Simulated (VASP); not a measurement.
Here is a VASP 6.6.1 calculation.

The input INCAR:

```
SYSTEM = NaI
PREC     = Accurate       ! precision mode
ENCUT    = 520            ! plane-wave cutoff, eV
EDIFF    = 1E-7           ! SCF threshold, eV
ISMEAR   = 1              ! smearing method
SIGMA    = 0.15           ! smearing width, eV
LREAL    = .False.        ! projectors in reciprocal space
LASPH    = .True.         ! aspherical terms in the spheres
NELM     = 100            ! most SCF steps
ALGO     = Fast           ! electronic algorithm
ISIF     = 2              ! what is computed and relaxed
LWAVE    = .False.        ! write WAVECAR
LCHARG   = .True.         ! write CHGCAR
GGA      = PE             ! functional
LELF     = .True.         ! ELF
LVHAR    = .True.       
NBANDS   = 38             ! bands
```

KPOINTS

```
Automatic mesh
0
Gamma
  2 2 2
  0 0 0
```

Contents of POSCAR:

```
NaI
1.0
    6.8796250000     -0.1705820000     -0.4344580000
    0.7439580000      6.8995950000      1.2011900000
    0.4467310000      0.8486790000      7.9038960000
Na I
4 4
Direct
    0.2361240551      0.5919623125      0.8398632490
    0.4628084976      0.6516492271      0.3182417025
    0.6330881991      0.1892365189      0.1991166405
    0.1024280660      0.0479458457      0.9873785817
    0.7110092503      0.9950738569      0.7206950712
    0.7317320442      0.4735185716      0.7476288994
    0.2248054336      0.2372864229      0.5309387220
    0.9882442955      0.8079747022      0.4236365847
```

Potentials or basis: VASP PAW PBE potentials, release 64 (Na_pv, I).

Launch:

```console
$ cat potpaw_PBE.64/Na_pv/POTCAR potpaw_PBE.64/I/POTCAR > POTCAR
$ mpirun -np 1 vasp_std > vasp.out
```

**Question.** Estimate the largest force.

**Answer.** 1.624 eV/Å.

**Question.** Predict the band gap on the k mesh.

**Answer.** 0.02 eV, indirect (least direct gap 0.05 eV).

Stress tensor (GPa, compression positive):
```
-1.28  0.14 -0.26
 0.14  0.98  0.94
-0.26  0.94 -2.47
```

Caveat: the k mesh is coarse (spacing up to 0.47 Å⁻¹), so the values aren't converged; spin-orbit coupling is left out, which moves the levels of the heavy elements. Expect the measured gap to be larger: semilocal functionals such as PBE lack the derivative discontinuity.
